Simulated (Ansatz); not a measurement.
# GaN: the cost of one run

Computed with Ansatz 0.2.0 (DFT, PBE, plane-wave PAW, default files, scalar-relativistic, frozen cores, as far as a step names no other, unless a step's input says otherwise).

1 further run of the same task is left out (it didn't finish).

## Step 1: The starting structure

It takes space group Fm-3m (No. 225, cubic). Conventional cell: a = 3.985 Å, b = 3.985 Å, c = 3.985 Å, α = 90.00°, β = 90.00°, γ = 90.00°. Ga (site symmetry m-3m) is surrounded by 6 N at 1.99 Å. Around N (site symmetry m-3m) lie 6 Ga at 1.99 Å.

As a file:

```cif
data_structure
_symmetry_space_group_name_H-M 'Fm-3m'
_symmetry_Int_Tables_number 225
_cell_length_a 3.9850
_cell_length_b 3.9850
_cell_length_c 3.9850
_cell_angle_alpha 90.000
_cell_angle_beta 90.000
_cell_angle_gamma 90.000
_cell_volume 63.28
loop_
_atom_site_label
_atom_site_type_symbol
_atom_site_symmetry_multiplicity
_atom_site_Wyckoff_symbol
_atom_site_fract_x
_atom_site_fract_y
_atom_site_fract_z
_atom_site_occupancy
Ga1 Ga 4 b 0.50000 0.00000 0.00000 1
N1 N 4 a 0.00000 0.00000 0.00000 1
```

The earlier run gave: gap on the mesh 1.93 eV, largest force 0.000 eV/Å, pressure 69.1 GPa.

Like atoms gathered into sites:

| site | atoms | first shell | V_zz (10²¹ V/m²) | η | C_Q (MHz) |
| --- | --- | --- | --- | --- | --- |
| Ga | 1 | 6 N at 1.99 Å | 0.00 | – | 0 (⁷¹Ga) |
| N | 2 | 6 Ga at 1.99 Å | 0.00 | – | 0 (¹⁴N) |

C_Q = eQV_zz/h, which is 24.18 MHz for Q = 1 b and V_zz = 10²¹ V/m²; η = (V_xx − V_yy)/V_zz. Quadrupole moments are those of Pyykkö's year-2017 table.

## Step 2: Z stretched by +3 %, ions relaxed

File input.yaml:

```yaml
crystal:
  lattice:
    - [0.0, 1.9925, 2.052275]
    - [1.9925, 0.0, 2.052275]
    - [1.9925, 1.9925, 0.0]
  atoms:
    - { symbol: Ga, position: [0.5, 0.5, 0.5] }
    - { symbol: "N", position: [0.0, 0.0, 0.0] }
kpoints:
  mp_grid: { grid: [13, 13, 13] }
scf:
  occupations: { method: fermi_dirac, width: 0.02 }
hamiltonian:
  xc: pbe
  pseudopotentials: { kind: paw, frozen_core: stored }
output:
  forces: true
  stress: true
  populations: true
  efg: { quadrupole_moments_barn: { Ga: 0.107, "N": 0.02044 } }
relax:
  f_tol: 0.02
  max_steps: 60
```

On the command line:

```console
> ansatz run input.yaml --threads 1 --pin off --max-ram 3072MiB --backend cpu --events-out ev --progress --plain --runs-dir out
```

**Question.** How long does this run take on 1 thread of Intel Xeon at 2.50GHz (Skylake/Cascade Lake), shared host, and how much memory does it need?

About 11 s, with a peak of 0.37 GiB.
